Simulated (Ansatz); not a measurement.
**Calculated Ir-191 nuclear quadrupole resonance for IrO2**

Cell: a COD entry, its atoms then relaxed with PBE in this cell.

Space group P4_2/mnm (No. 136); a = 4.4990, c = 3.1460 Å.

```csv
site,Wyckoff,site symmetry,x,y,z
Ir,2a,m.mm,0.0000,0.0000,0.0000
O,4f,m.2m,0.3079,0.3079,0.0000
```

One atom of each set is listed.

Method: Kohn–Sham DFT in Ansatz, PBE, plane waves and PAW, scalar-relativistic, collinear spin, 420 eV cutoff, Γ-centred 10×10×15 k-points, Fermi–Dirac smearing 0.05 eV. Start moments as typed (μB): 1 on each Ir, none on the rest.

Ir-191: I = 3/2, Q = 816.0 mb (year-2017 value). Static lattice, zero field.

Question: Predict the zero-field Ir-191 lines of each site.

Answer: For I = 3/2 there is one line, ν = (|C_Q|/2)(1 + η²/3)^½.

```csv
site,atoms,V_zz (10²¹ V/m²),C_Q (MHz),η,line frequencies (MHz)
Ir,2,-12.90,-254,0.54,133.2
```

Question: And for Ir-193 (I = 3/2, Q = 751.0 mb) on Ir?

Answer: C_Q scales with Q to -234 MHz, with lines at 122.6 MHz.

At this cell the PBE pressure is 7 GPa, so with PBE the cell would grow if it were relaxed. With no gap above 0.1 eV, as in a metal, the gradients converge slowly in k; expect changes of a tenth or more on a denser mesh. Spin–orbit coupling is left out, which shifts gradients on Ir by a few per cent in wide-gap crystals, and can shift them far more where the calculated gap is small or absent, as here. Semilocal functionals can leave a metal where correlation in the d or f shell opens a gap in the real compound, and that would change the values at and beside Ir. The start moments die out, and the run ends without spin.

The relaxation (4 steps) took 55 s of wall time (55 s of CPU time) and 0.97 GiB at its peak, on 1 thread of Intel Xeon 6975P-C (Granite Rapids) (x86_64; 16 cores open to the job, memory cap 3.0 GiB, no GPU), a shared host with a load of 0.1 a core.
